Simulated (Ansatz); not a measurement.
TiSi2 in Ansatz: the effect of functional

Crystal: TiSi2.

```xyz
3
Lattice="-1.4923 1.7347 4.2675 1.4923 -1.7347 4.2675 1.4923 1.7347 -4.2675" Properties=species:S:1:pos:R:3 pbc="T T T"
Ti    0.0000    0.0000    0.0000
Si    0.0000    0.0000    5.7191
Si    0.0000    0.0000    2.8159
```

The cell comes from a database or a generator and needn't be the stable form of this composition.

The cell isn't the ideal one: volume scaled by 1.04.

Alike in all runs:

- Program: Ansatz 0.2.0
- Task: single point
- Potentials or basis: Ansatz PAW
- k mesh: 12 × 12 × 12
- Occupations: fermi-dirac, width 0.05 eV
- Spin: no spin polarisation

| functional | cutoff | pressure (GPa) |
| --- | --- | --- |
| LDA | 420 eV (not typed: the program's choice for these potentials) | ? |
| PBEsol | 420 eV (not typed: the program's choice for these potentials) | -8.4 |
| r2SCAN | 500 eV (not typed: the program's choice for these potentials) | -7.3 |

**Question.** What does the run with functional LDA give?

**Answer.** Pressure -11.1 GPa.

Caveats: the PAW data sets come from PBE, with cores solved anew for the run's functional, which leaves a small shift of forces and pressure.
